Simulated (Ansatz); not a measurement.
# TiH2: the cost of one run

Computed with Ansatz 0.2.0 (DFT PBEsol, scalar-relativistic, plane waves, PAW, unless a step's input says otherwise).

**1. Starting point**

Symmetry: I4/mmm, No. 139, tetragonal system. Conventional cell: a = 3.193 Å, b = 3.193 Å, c = 4.267 Å, α = 90.00°, β = 90.00°, γ = 90.00°. Ti (site symmetry 4/mmm) is surrounded by 8 H at 1.92 Å. Around H (site symmetry -4m2) lie 4 Ti at 1.92 Å.

Coordinates:

```
Ti H
1.0
    -1.59650    1.59650    2.13350
     1.59650   -1.59650    2.13350
     1.59650    1.59650   -2.13350
Ti H
1 2
Direct
  0.00000 0.00000 0.00000
  0.75000 0.25000 0.50000
  0.25000 0.75000 0.50000
```

The structure comes from the Crystallography Open Database.

(A quick probe on a coarse mesh, which set the mesh and smearing, is not shown.)

**3. Full relaxation**

input.yaml

```yaml
crystal:
  lattice:
    - [-1.5965, 1.5965, 2.1335]
    - [1.5965, -1.5965, 2.1335]
    - [1.5965, 1.5965, -2.1335]
  atoms:
    - { symbol: Ti, position: [0.0, 0.0, 0.0] }
    - { symbol: H, position: [0.75, 0.25, 0.5] }
    - { symbol: H, position: [0.25, 0.75, 0.5] }
basis:
  ecutwfc: 420
kpoints:
  mp_grid: { grid: [18, 18, 18] }
hamiltonian:
  xc: pbesol
scf:
  occupations: { method: gaussian, width: 0.1 }
output:
  forces: true
  stress: true
  eigenvalues: true
relax:
  adjacent_minimum: "off"
  f_tol: 0.005
  max_steps: 80
  cell: { stress_tol: 0.05 }
```

Run with:

```bash
ansatz run input.yaml --threads 1 --pin off --max-ram 2560MiB --backend cpu --events-out ev --progress --plain --runs-dir out
```

**Question.** How long does this run take on 1 thread of an Arm CPU, shared host, and how much memory does it need?

About 53 s, with a peak of 0.42 GiB.
